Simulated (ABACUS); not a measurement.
Write the native input for ABACUS 3.10.1 that does the following.

```
Task                                          : single point
Functional                                    : r2SCAN
Potentials or basis                           : SG15 ONCV 1.2 PBE
Cutoff                                        : 1361 eV
Density cutoff                                : 5442 eV
Basis                                         : DZP LCAO (the cutoffs set its grid)
k mesh                                        : 10 × 10 × 7
Occupations                                   : fermi-dirac, width 0.05 eV
Spin                                          : no spin polarisation
Radial cutoff of the potentials (pseudo_rcut) : 7 bohr
Orbital files                                 : Ti Ti_confined-atom_7au_3s2p2d1f.orb, Si Si_confined-atom_7au_2s2p1d.orb
SCF threshold on the density                  : 1e-07
Max SCF steps                                 : 100
Eigensolver                                   : genelpa
Mixing                                        : broyden
Mixing share                                  : 0.7
Symmetry key                                  : 1
```

TiSi:

```
Ti Si
1.0
     1.81618   -2.11762    0.00000
     1.81618    2.11762    0.00000
     0.00000    0.00000    3.80393
Ti Si
1 1
Cartesian
  1.8162 0.0000 0.0000
  0.0000 0.0000 1.9020
```

The cell comes from a database or a generator and needn't be the stable form of this composition.

These files were run (other wordings do the same):

INPUT

```
INPUT_PARAMETERS
suffix              TiSi
calculation         scf
basis_type          lcao
pseudo_dir          ./
orbital_dir         ./
symmetry            1
dft_functional      MGGA_X_R2SCAN+MGGA_C_R2SCAN
ecutwfc             100
pseudo_rcut         7
nspin               1
nbands              12
ks_solver           genelpa
smearing_method     fd
smearing_sigma      0.00367493
scf_thr             1e-07
scf_nmax            100
mixing_type         broyden
mixing_beta         0.7
cal_force           1
cal_stress          1
mixing_tau          1
out_mul             1
out_chg             1
out_pot             2
out_elf             1
```

STRU

```
ATOMIC_SPECIES
Ti 47.8670 Ti_ONCV_PBE-1.2.upf
Si 28.0850 Si_ONCV_PBE-1.2.upf

NUMERICAL_ORBITAL
Ti_confined-atom_7au_3s2p2d1f.orb
Si_confined-atom_7au_2s2p1d.orb

LATTICE_CONSTANT
1.8897261246

LATTICE_VECTORS
1.8161780000 -2.1176240000 0.0000000000
1.8161780000 2.1176240000 0.0000000000
0.0000000000 0.0000000000 3.8039340000

ATOMIC_POSITIONS
Direct

Ti
0.0
1
0.5000000000 0.5000000000 0.0000000000 1 1 1

Si
0.0
1
0.0000000000 0.0000000000 0.5000000000 1 1 1
```

KPT

```
K_POINTS
0
Gamma
10 10 7 0 0 0
```

Potentials or basis: SG15 ONCV 1.2 PBE, DZP LCAO (the cutoffs set its grid).

Launch:

```sh
$ OMP_NUM_THREADS=1 mpirun -np 4 abacus > log
```

It gave:

* Pressure: 0.2 GPa
* Band gap on the k mesh: none (metal or under the smearing width)
* Mulliken charges: Ti +0.37; Si -0.37 e

Caveat: the atomic orbitals were generated for these runs and aren't a published set; Mulliken charges move with the basis; the potentials were made for another functional, which shifts forces and pressure; the basis of atomic orbitals isn't converged, which shifts pressures, moduli and gaps.

It took 12 s on 4 MPI ranks on Intel(R) Xeon(R) 6975P-C (Granite Rapids), on a shared host, peak memory 0.44 GiB a rank.
